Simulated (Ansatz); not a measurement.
A relaxed cell of MgZn4O is given with its symmetry left out. The cell was found from a proposed guess, not taken from experiment.

Method: DFT PBE, scalar-relativistic, plane waves, PAW (Ansatz). Cutoff 420 eV, Γ-centred mesh, Gaussian smearing, no spin polarisation.

```cif
data_structure
_symmetry_space_group_name_H-M 'P 1'
_symmetry_Int_Tables_number 1
_cell_length_a 3.0072
_cell_length_b 3.0072
_cell_length_c 11.1850
_cell_angle_alpha 90.000
_cell_angle_beta 90.000
_cell_angle_gamma 120.000
_cell_volume 87.59
loop_
_atom_site_label
_atom_site_type_symbol
_atom_site_fract_x
_atom_site_fract_y
_atom_site_fract_z
_atom_site_occupancy
Mg1 Mg 0.33333 0.66667 0.11171 1
Zn1 Zn 0.66667 0.33333 0.87830 1
Zn2 Zn 0.33333 0.66667 0.51313 1
Zn3 Zn 0.00000 0.00000 0.69784 1
Zn4 Zn 0.00000 0.00000 0.32653 1
O1 O 0.00000 0.00000 0.02249 1
```

Formation energies are uncorrected and refer to the elements' standard structures at the same level (O₂ as a molecule).

**Question.** What space group does it have?

**Answer.** P3m1 (No. 156). Conventional cell: a = 3.007 Å, c = 11.185 Å. Around Mg lie 3 O at 2.00 Å, 6 Zn at 2.96–3.14 Å and 6 Mg at 3.01 Å; around Zn on its first site lie 3 O at 2.37 Å, 3 Zn at 2.66 Å, 6 Zn at 3.01 Å and 3 Mg at 3.14 Å; Zn on its second site has 6 Zn at 2.70–2.71 Å and 6 Zn at 3.01 Å; around O lie 3 Mg at 2.00 Å, 3 Zn at 2.37 Å, 6 O at 3.01 Å and 1 Zn at 3.40 Å; 2 more sites not described.

**Question.** How far does it lie from the elements in energy?

**Answer.** −0.56 eV/atom.

**Question.** Is it a metal?

**Answer.** Yes, bands cross the Fermi level on the 12×12×4 mesh.

The last run used a 12×12×4 mesh (in the run's order of axes) for its 6-atom cell and Gaussian smearing of 0.10 eV. A structure relaxed within its symmetry needn't be a true minimum. Another cell of the same search, in P4/nmm, lies 193 meV/atom lower, so this cell isn't the stable form at this level.
